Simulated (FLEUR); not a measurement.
## CsBr under changes of volume

One of the cells (40.468 Å³/atom); the others are scaled copies at fixed shape and fractional positions:

```
Cs Br
1.0
     4.32562    0.00000    0.00000
     0.00000    4.32562    0.00000
     0.00000    0.00000    4.32562
Cs Br
1 1
Direct
  0.00000 0.00000 0.00000
  0.50000 0.50000 0.50000
```

The cell comes from a database or a generator and needn't be the stable form of this composition.

```yaml
Program: FLEUR MaX-R8.1 (later development tree)
Functional: LDA
Potentials_or_basis: all-electron
Basis: FLAPW
Kmax: 4.1 1/bohr
k_mesh: 6 × 6 × 6
Occupations: fermi-dirac, width 0.05 eV
Spin: no spin polarisation
```

| volume (Å³/atom) | energy over the lowest point (meV/atom) | gap on the mesh (eV) |
| --- | --- | --- |
| 38.040 | 0.00 | 4.27 |
| 38.850 | 7.00 | 4.19 |
| 40.468 | ? | ? |
| 42.087 | 46.60 | 3.88 |
| 42.896 | 58.63 | 3.82 |

**Question.** What does the run at 40.468 Å³/atom give?

**Answer.** Energy over the lowest point 24.82 meV/atom; gap on the mesh 4.03 eV.

Worked out: A Birch-Murnaghan fit of order 2 (a polynomial in V^(-2/3)) to the other rows has no minimum within the range. It gives 24.79 meV/atom at 40.468 Å³/atom, against the run's 24.82. A straight line through the other rows of the gap, of slope -3.79 eV per unit of ln V, gives 4.04 eV, against the run's 4.03.

Energies are extrapolated to zero smearing.

Caveats: spin-orbit coupling is left out, which moves the levels of the heavy elements.
